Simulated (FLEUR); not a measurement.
# AlN (F-43m) in FLEUR: further runs

One crystal, AlN, is run at these levels: PBE; tasks: equation of state.

Program: FLEUR MaX-R8.1 (patched build s14). These are calculated values, not measurements. Logs are shortened: lines on timing, memory, paths and dates and some standing lists are left out, and cuts for length are marked.

**1. The structure**

It takes space group F-43m (No. 216, cubic). The conventional cell has a = 4.368 Å, b = 4.368 Å, c = 4.368 Å, α = 90.00°, β = 90.00°, γ = 90.00°. Around Al (site symmetry -43m) lie 4 N at 1.89 Å. N (site symmetry -43m) has 4 Al at 1.89 Å as nearest neighbours.

Measurements of this composition are mostly on another form, of space group No. 186.

**2. Equation of state, PBE, 9.79 Å³/atom (volume scaled by 0.94)**

The input, inp.xml:

```xml
<?xml version="1.0" encoding="UTF-8" standalone="no"?>
<fleurInput fleurInputVersion="0.39">
   <comment>
      AlN                                                                                                 
   </comment>
   <calculationSetup>
      <cutoffs Kmax="4.83" Gmax="15.0" GmaxXC="15.0" numbands="0"/>
      <scfLoop itmax="60" minDistance="0.00001" maxIterBroyd="15" imix="Anderson" alpha="0.05" precondParam="0.0" spinf="2.0"/>
      <coreElectrons ctail="T" frcor="F" kcrel="0" coretail_lmax="0"/>
      <xcFunctional name="pbe" relativisticCorrections="F"/>
      <magnetism jspins="1"/>
      <soc l_soc="F" theta="0.0" phi="0.0" spav="F"/>
      <expertModes spex="0" secvar="F"/>
      <geometryOptimization l_f="F" forcealpha="1.0" forcemix="BFGS" epsdisp="0.0005" epsforce="0.0002"/>
      <ldaU l_linMix="F" mixParam="0.05" spinf="1.0"/>
   </calculationSetup>
   <cell>
      <bzIntegration valenceElectrons="16.0" mode="hist" fermiSmearingEnergy="0.00183747">
         <kPointListSelection listName="default-1"/>
         <!-- k-points included here -->
         <xi:include xmlns:xi="http://www.w3.org/2001/XInclude" href="kpts.xml"> </xi:include>
      </bzIntegration>
      <!-- symmetry operations included here -->
      <xi:include xmlns:xi="http://www.w3.org/2001/XInclude" href="sym.xml"> </xi:include>
      <bulkLattice scale="0.9795861087">
         <bravaisMatrix>
            <row-1>    0.0000000000000000     4.1271496855342669     4.1271496855342669</row-1>
            <row-2>    4.1271496855342669     0.0000000000000000     4.1271496855342669</row-2>
            <row-3>    4.1271496855342669     4.1271496855342669     0.0000000000000000</row-3>
         </bravaisMatrix>
      </bulkLattice>
   </cell>
   <atomSpecies>
      <species name="Aluminum (Al)" element="Al" atomicNumber="13">
         <mtSphere radius="1.72" gridPoints="585" logIncrement="0.019"/>
         <atomicCutoffs lmax="8" lnonsphr="6"/>
         <electronConfig flipSpins="F">
            <coreConfig>(1s1/2)</coreConfig>
            <valenceConfig>(2s1/2) (2p1/2) (2p3/2) (3s1/2) (3p1/2) (3p3/2)</valenceConfig>
            <stateOccupation state="(3p1/2)" spinUp="0.166667" spinDown="0.166667"/>
            <stateOccupation state="(3p3/2)" spinUp="0.333333" spinDown="0.333333"/>
         </electronConfig>
         <energyParameters s="3" p="3" d="3" f="4"/>
         <lo type="SCLO" l="0" n="2" eDeriv="0"/>
         <lo type="SCLO" l="1" n="2" eDeriv="0"/>
         <lo type="SCLO" l="2" n="3" eDeriv="2"/>
         <lo type="SCLO" l="3" n="4" eDeriv="2"/>
      </species>
      <species name="Nitrogen (N)" element="N" atomicNumber="7">
         <mtSphere radius="1.49" gridPoints="509" logIncrement="0.021"/>
         <atomicCutoffs lmax="8" lnonsphr="6"/>
         <electronConfig flipSpins="F">
            <coreConfig>(1s1/2)</coreConfig>
            <valenceConfig>(2s1/2) (2p1/2) (2p3/2)</valenceConfig>
            <stateOccupation state="(2p1/2)" spinUp="0.500000" spinDown="0.500000"/>
            <stateOccupation state="(2p3/2)" spinUp="1.000000" spinDown="1.000000"/>
         </electronConfig>
         <energyParameters s="2" p="2" d="3" f="4"/>
         <lo type="SCLO" l="0" n="2" eDeriv="2"/>
         <lo type="SCLO" l="1" n="2" eDeriv="2"/>
         <lo type="SCLO" l="2" n="3" eDeriv="2"/>
      </species>
   </atomSpecies>
   <atomGroups>
      <atomGroup species="Aluminum (Al)">
         <relPos label="                   1">.0000000000 .0000000000 .0000000000</relPos>
         <force calculate="T" relaxXYZ="TTT"/>
      </atomGroup>
      <atomGroup species="Nitrogen (N)">
         <relPos label="                   2">1.000/4.000 1.000/4.000 1.000/4.000</relPos>
         <force calculate="T" relaxXYZ="TTT"/>
      </atomGroup>
   </atomGroups>
   <output dos="F" band="F" slice="F">
      <checks vchk="F" cdinf="F"/>
      <bandDOS minEnergy="-.5*Htr" maxEnergy="0.5*Htr" sigma="0.015" storeEVData="T"/>
      <vacuumDOS vacdos="F" integ="F" star="F" nstars="0" locx1="0.0" locy1="0.0" locx2="0.0" locy2="0.0" nstm="0" tworkf="0.0"/>
      <unfoldingBand unfoldBand="F" supercellX="1" supercellY="1" supercellZ="1"/>
      <plotting iplot="0" polar="F">
         <plot TwoD="T" vec1="  1.0  0.0  0.0" vec2="  0.0  1.0  0.0" vec3="  0.0  0.0  1.0" zero="  0.0  0.0  0.0" file="plot"/>
      </plotting>
      <chargeDensitySlicing numkpt="0" minEigenval="0.0" maxEigenval="0.0" nnne="0" pallst="F"/>
      <specialOutput eonly="F"/>
      <magneticCircularDichroism mcd="F" energyLo="-10.0" energyUp="0.0"/>
   </output>
  <!-- We include the file relax.xml here to enable relaxations (see documentation) -->
  <xi:include xmlns:xi="http://www.w3.org/2001/XInclude" href="relax.xml"> <xi:fallback/> </xi:include>
</fleurInput>
```

Potentials or basis: all-electron, FLAPW.

Command:

```console
$ inpgen -f crystal.txt -profile fastHighL
$ # inp.xml edited to the form shown
$ fleur
```

Standard output:

```text
Welcome to FLEUR        (www.flapw.de)
      MaX-Release 8.1          (www.max-centre.eu)

 ========== k-point set info ==========
 Selected k-point list: default-1
 k-point list type: mesh
 10 x 10 x 10
 Number of k points: 47

 ------------Calculation Setup---------------------------
 Number of OMP-threads    :            1
 Number of basis functions:          321
 Approximate size of matrices (H+S) per k-point:         0.003 GB
 --------------------------------------------------------
 Iteration:     1   Distance:      29.72743883 me/bohr^3
 Iteration:     2   Distance:      25.86013560 me/bohr^3
 Iteration:     3   Distance:       8.60547973 me/bohr^3
 Iteration:     4   Distance:       5.29310623 me/bohr^3
 Iteration:     5   Distance:       0.88830515 me/bohr^3
 Iteration:     6   Distance:       0.65837746 me/bohr^3
 Iteration:     7   Distance:       0.18711275 me/bohr^3
 Iteration:     8   Distance:       0.14797376 me/bohr^3
 Iteration:     9   Distance:       0.03195929 me/bohr^3
 Iteration:    10   Distance:       0.00500400 me/bohr^3
 Iteration:    11   Distance:       0.00173774 me/bohr^3
 Iteration:    12   Distance:       0.00007137 me/bohr^3
 Iteration:    13   Distance:       0.00002540 me/bohr^3
 Iteration:    14   Distance:       0.00000208 me/bohr^3

 ********************************************************************
 Run finished successfully
 Stop message:
   all done
 ********************************************************************
```

out.xml (last iteration):

```text
<iteration numberForCurrentRun="   14" overallNumber="   14">
         <energyParameters units="Htr">
            <atomicEP atomType="1" spin="1" branch="3s" branchLowest="-3.37" branchHighest="3.30" value="-0.0808229248"/>
            <atomicEP atomType="1" spin="1" branch="3p" branchLowest="-1.94" branchHighest="3.65" value="0.0490694963"/>
            <atomicEP atomType="1" spin="1" branch="3d" branchLowest="-9.99" branchHighest="3.37" value="0.2108696994"/>
            <atomicEP atomType="1" spin="1" branch="4f" branchLowest="-9.99" branchHighest="6.61" value="0.3728214144"/>
            <loAtomicEP atomType="1" spin="1" branch="2s" branchLowest="-54.96" branchHighest="-3.37" value="-3.4121690800"/>
            <loAtomicEP atomType="1" spin="1" branch="2p" branchLowest="-9.99" branchHighest="-1.94" value="-1.9962589376"/>
            <loAtomicEP atomType="1" spin="1" branch="3d" branchLowest="-9.99" branchHighest="3.37" value="0.2108682128"/>
            <loAtomicEP atomType="1" spin="1" branch="4f" branchLowest="-9.99" branchHighest="6.61" value="0.3728202491"/>
            <atomicEP atomType="2" spin="1" branch="2s" branchLowest="-13.45" branchHighest="1.24" value="-0.2942341317"/>
            <atomicEP atomType="2" spin="1" branch="2p" branchLowest="-9.99" branchHighest="1.43" value="0.0138796011"/>
            <atomicEP atomType="2" spin="1" branch="3d" branchLowest="-9.99" branchHighest="5.52" value="0.2531556246"/>
            <atomicEP atomType="2" spin="1" branch="4f" branchLowest="-9.99" branchHighest="9.45" value="0.4133438000"/>
            <loAtomicEP atomType="2" spin="1" branch="2s" branchLowest="-13.45" branchHighest="1.24" value="-0.2942341317"/>
            <loAtomicEP atomType="2" spin="1" branch="2p" branchLowest="-9.99" branchHighest="1.43" value="0.0138238354"/>
            <loAtomicEP atomType="2" spin="1" branch="3d" branchLowest="-9.99" branchHighest="5.52" value="0.2531545521"/>
         </energyParameters>
         <eigenvalues>
            <eigenvaluesAt spin="1" ikpt="1" k_x="0.00000000" k_y="0.00000000" k_z="0.00000000">
                      -3.4119885381       -1.9953773969       -1.9953773969       -1.9953773969       -0.2990789528
                       0.2651462283        0.2651462283        0.2651462283        0.4396483903        0.7494862221
                       0.7494862221        0.7494862221        0.9331452046
            </eigenvaluesAt>
            <eigenvaluesAt spin="1" ikpt="2" k_x="0.00000000" k_y="0.00000000" k_z="0.10000000">
                      -3.4119837962       -1.9954356433       -1.9953865257       -1.9953865257       -0.2932807136
                       0.2351959582        0.2632214760        0.2632214760        0.4633581028        0.7350693210
                       0.7546721855        0.7546721855        0.8854688223
            </eigenvaluesAt>
            <eigenvaluesAt spin="1" ikpt="3" k_x="0.00000000" k_y="0.00000000" k_z="0.20000000">
                      -3.4119705994       -1.9955481021       -1.9954136444       -1.9954136444       -0.2767345415
                       0.1743261988        0.2584103364        0.2584103364        0.5045749631        0.7047804100
                       0.7499266122        0.7499266122        0.8671623363
            </eigenvaluesAt>
            <eigenvaluesAt spin="1" ikpt="4" k_x="0.00000000" k_y="0.00000000" k_z="0.30000000">
                      -3.4119555264       -1.9957223996       -1.9954336235       -1.9954336235       -0.2525339162
                       0.1107405859        0.2529301361        0.2529301361        0.5356680978        0.6748258485
                       0.7216642250        0.7216642250        0.9108020979
            </eigenvaluesAt>
         </eigenvalues>
         <bandgap value="3.3468160643" units="eV"/>
         <sumValenceSingleParticleEnergies value="-18.1962623183" units="Htr"/>
         <FermiEnergy value="0.2651462283" units="Htr"/>
         <valenceDensity>
            <mtCharges spin="1">
               <mtCharge atomType="1" total="8.5932643" s="2.2319129" p="6.2488794" d="0.0998582" f="0.0104226"/>
               <mtCharge atomType="2" total="3.7735374" s="1.1795303" p="2.5882822" d="0.0050516" f="0.0004834"/>
            </mtCharges>
            <spinDependentCharge spin="1" total="16.0000000" interstitial="3.6331983" mtSpheres="12.3668017"/>
            <totalCharge value="16.0000000000"/>
         </valenceDensity>
         <coreStates atomType="     1" atomicNumber=" 13" spin="1" kinEnergy="    159.3047882095" eigValSum="   -109.9103904299" lostElectrons=" 0.000000">
            <state n="1" l="0" j="0.5" energy="-54.9551952150" weight="1.0000000000"/>
         </coreStates>
         <coreStates atomType="     2" atomicNumber="  7" spin="1" kinEnergy="     44.1094687118" eigValSum="    -26.8997184175" lostElectrons=" 0.000005">
            <state n="1" l="0" j="0.5" energy="-13.4498592088" weight="1.0000000000"/>
         </coreStates>
         <allElectronCharges>
            <spinDependentCharge spin="1" total="20.0000000" interstitial="3.6332033" mtSpheres="16.3667967"/>
            <totalCharge value="19.9999999992"/>
         </allElectronCharges>
         <totalEnergy                                    value="     -297.6783380865" units="Htr">
            <sumOfEigenvalues                            value="     -155.0063711657">
               <coreElectrons value="-136.8101088475"/>
               <valenceElectrons value="-18.1962623183"/>
            </sumOfEigenvalues>
            <densityCoulombPotentialIntegral value="-420.1921492335"/>
            <densityEffectivePotentialIntegral value="-453.3035189846"/>
            <chargeDenXCDenIntegral value="-25.6740704050"/>
            <FockExchangeEnergyValence value="0.0000000000"/>
            <FockExchangeEnergyCore value="0.0000000000"/>
            <atomTypeDependentContributions atomType="1">
               <electronNucleiInteractionDifferentMTs value="284.9731118986"/>
               <MadelungTerm value="-8.8984572188"/>
            </atomTypeDependentContributions>
            <atomTypeDependentContributions atomType="2">
               <electronNucleiInteractionDifferentMTs value="62.8777294152"/>
               <MadelungTerm value="-3.4560423510"/>
            </atomTypeDependentContributions>
            <tkbTimesEntropy value="0.0000000000"/>
            <freeEnergy value="-297.6783380865"/>
            <extrapolationTo0K value="-297.6783380865"/>
         </totalEnergy>
         <densityConvergence units="me/bohr^3">
            <chargeDensity spin="1" distance="0.0000020756"/>
         </densityConvergence>
      </iteration>
```

Wall time 16 s (1 thread of Intel Xeon 6975P-C (Granite Rapids), shared host); peak memory 0.05 GiB.

What came out:

```yaml
Free_energy: -8100.2402 eV
Band_gap_on_the_k_mesh: 3.35 eV, indirect (least direct gap 4.75 eV)
Valence_electrons_inside_the_program's_atomic_spheres: Al 8.59; N 3.77 (radii Al 1.72, N 1.49 bohr)
```

Caveat: the plane-wave cutoff is short for the semicore states, which can make moduli rough.

**3. Equation of state, PBE, 10.00 Å³/atom (volume scaled by 0.96)**

inp.xml: that of step 2 with these lines changed.

```diff
@@ -24,3 +24,3 @@
       <xi:include xmlns:xi="http://www.w3.org/2001/XInclude" href="sym.xml"> </xi:include>
-      <bulkLattice scale="0.9795861087">
+      <bulkLattice scale="0.9864848297">
          <bravaisMatrix>
```

Potentials or basis: all-electron, FLAPW.

Command:

```console
$ inpgen -f crystal.txt -profile fastHighL
$ # inp.xml edited to the form shown
$ fleur
```

It took 16 s on 1 thread of Intel Xeon 6975P-C (Granite Rapids), shared host; peak memory 0.05 GiB.

It converged, with:

* Free energy: -8100.2839 eV
* Band gap on the k mesh: 3.34 eV, indirect (least direct gap 4.56 eV)
* Valence electrons inside the program's atomic spheres: Al 8.58; N 3.76 (radii Al 1.72, N 1.49 bohr)

Caveat: the plane-wave cutoff is short for the semicore states, which can make moduli rough.

**4. Equation of state, PBE, 10.21 Å³/atom (volume scaled by 0.98)**

inp.xml: that of step 3 with these lines changed.

```diff
@@ -24,3 +24,3 @@
       <xi:include xmlns:xi="http://www.w3.org/2001/XInclude" href="sym.xml"> </xi:include>
-      <bulkLattice scale="0.9864848297">
+      <bulkLattice scale="0.9932883884">
          <bravaisMatrix>
```

Command:

```console
$ inpgen -f crystal.txt -profile fastHighL
$ # inp.xml edited to the form shown
$ fleur
```

It took 17 s on 1 thread of Intel Xeon 6975P-C (Granite Rapids), shared host; peak memory 0.05 GiB.

The run converged. Its results:

```
Free energy                                           : -8100.3142 eV
Band gap on the k mesh                                : 3.33 eV, indirect (least direct gap 4.37 eV)
Valence electrons inside the program's atomic spheres : Al 8.57; N 3.74 (radii Al 1.72, N 1.49 bohr)
```

Caveat: the plane-wave cutoff is short for the semicore states, which can make moduli rough.

**5. Equation of state, PBE, 10.42 Å³/atom**

inp.xml: that of step 4 with these lines changed.

```diff
@@ -24,3 +24,3 @@
       <xi:include xmlns:xi="http://www.w3.org/2001/XInclude" href="sym.xml"> </xi:include>
-      <bulkLattice scale="0.9932883884">
+      <bulkLattice scale="1.0000000000">
          <bravaisMatrix>
```

Command:

```console
$ inpgen -f crystal.txt -profile fastHighL
$ # inp.xml edited to the form shown
$ fleur
```

Wall time 17 s (1 thread of Intel Xeon 6975P-C (Granite Rapids), shared host); peak memory 0.05 GiB.

Results (log left out):

```
Free energy                                           : -8100.3322 eV
Band gap on the k mesh                                : 3.32 eV, indirect (least direct gap 4.19 eV)
Valence electrons inside the program's atomic spheres : Al 8.55; N 3.72 (radii Al 1.72, N 1.49 bohr)
```

Caveat: the plane-wave cutoff is short for the semicore states, which can make moduli rough.

**6. Equation of state, PBE, 10.63 Å³/atom (volume scaled by 1.02)**

inp.xml: that of step 5 with these lines changed.

```diff
@@ -24,3 +24,3 @@
       <xi:include xmlns:xi="http://www.w3.org/2001/XInclude" href="sym.xml"> </xi:include>
-      <bulkLattice scale="1.0000000000">
+      <bulkLattice scale="1.0066227096">
          <bravaisMatrix>
```

Potentials or basis: all-electron, FLAPW.

Command:

```console
$ inpgen -f crystal.txt -profile fastHighL
$ # inp.xml edited to the form shown
$ fleur
```

Wall time 18 s (1 thread of Intel Xeon 6975P-C (Granite Rapids), shared host); peak memory 0.05 GiB.

Results (log left out):

* Free energy: -8100.3392 eV
* Band gap on the k mesh: 3.31 eV, indirect (least direct gap 4.02 eV)
* Valence electrons inside the program's atomic spheres: Al 8.54; N 3.71 (radii Al 1.72, N 1.49 bohr)

Caveat: the plane-wave cutoff is short for the semicore states, which can make moduli rough.

**7. Equation of state, PBE, 10.83 Å³/atom (volume scaled by 1.04)**

inp.xml: that of step 6 with these lines changed.

```diff
@@ -24,3 +24,3 @@
       <xi:include xmlns:xi="http://www.w3.org/2001/XInclude" href="sym.xml"> </xi:include>
-      <bulkLattice scale="1.0066227096">
+      <bulkLattice scale="1.0131594038">
          <bravaisMatrix>
```

Command:

```console
$ inpgen -f crystal.txt -profile fastHighL
$ # inp.xml edited to the form shown
$ fleur
```

Run time: 19 s. Hardware: 1 thread of Intel Xeon 6975P-C (Granite Rapids), shared host; peak memory 0.05 GiB.

Results (log left out):

```
Free energy                                           : -8100.3364 eV
Band gap on the k mesh                                : 3.30 eV, indirect (least direct gap 3.85 eV)
Valence electrons inside the program's atomic spheres : Al 8.53; N 3.69 (radii Al 1.72, N 1.49 bohr)
```

Caveat: the plane-wave cutoff is short for the semicore states, which can make moduli rough.

**8. Equation of state, PBE, 11.04 Å³/atom (volume scaled by 1.06)**

inp.xml: that of step 7 with these lines changed.

```diff
@@ -24,3 +24,3 @@
       <xi:include xmlns:xi="http://www.w3.org/2001/XInclude" href="sym.xml"> </xi:include>
-      <bulkLattice scale="1.0131594038">
+      <bulkLattice scale="1.0196128224">
          <bravaisMatrix>
```

Command:

```console
$ inpgen -f crystal.txt -profile fastHighL
$ # inp.xml edited to the form shown
$ fleur
```

Run time: 21 s. Hardware: 1 thread of Intel Xeon 6975P-C (Granite Rapids), shared host; peak memory 0.05 GiB.

The run converged. Its results:

| Property | Result |
| --- | --- |
| Free energy | -8100.3246 eV |
| Band gap on the k mesh | 3.29 eV, indirect (least direct gap 3.69 eV) |
| Valence electrons inside the program's atomic spheres | Al 8.52; N 3.67 (radii Al 1.72, N 1.49 bohr) |

Caveat: the plane-wave cutoff is short for the semicore states, which can make moduli rough.

**9. Equation of state, PBE**

Potentials or basis: all-electron, FLAPW.

No new run: the results of the series are fitted here.

Results:

| Quantity | Value |
| --- | --- |
| Equilibrium volume | 10.67 Å³/atom |
| Bulk modulus | 192 GPa |

Energy against volume, from the lowest point:
```tsv
volume (Å³/atom)	energy (meV/atom)
9.792	49.49
10.001	27.68
10.209	12.52
10.417	3.50
10.626	0.00
10.834	1.39
11.042	7.32
```

Caveat: the plane-wave cutoff is short for the semicore states, which can make moduli rough.
